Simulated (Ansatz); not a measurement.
Pb in Ansatz: the effect of functional

Crystal: Pb.

```
Pb
1.0
     0.00000    3.48426    3.48426
     3.48426    0.00000    3.48426
     3.48426    3.48426    0.00000
Pb
2
Direct
  0.25000 0.25000 0.25000
  0.00000 0.00000 0.00000
```

This isn't the form of Pb at room conditions, which is fcc.

The cell isn't the ideal one: volume scaled by 1.04.

Alike in all runs:

| Item | Value |
| --- | --- |
| Program | Ansatz 0.2.0 |
| Task | single point |
| Potentials or basis | Ansatz PAW |
| k mesh | 7 × 7 × 7 |
| Occupations | fermi-dirac, width 0.05 eV |
| Spin | no spin polarisation |

| functional | cutoff | pressure (GPa) |
| --- | --- | --- |
| LDA | 420 eV (not typed: the program's choice for these potentials) | ? |
| PBEsol | 420 eV (not typed: the program's choice for these potentials) | -0.7 |
| r2SCAN | 500 eV (not typed: the program's choice for these potentials) | -0.2 |

What does the run with functional LDA give?

Pressure -1.8 GPa.

Caveats: the PAW data sets come from PBE, with cores solved anew for the run's functional, which leaves a small shift of forces and pressure.

Runs at the PBE level aren't shown here.
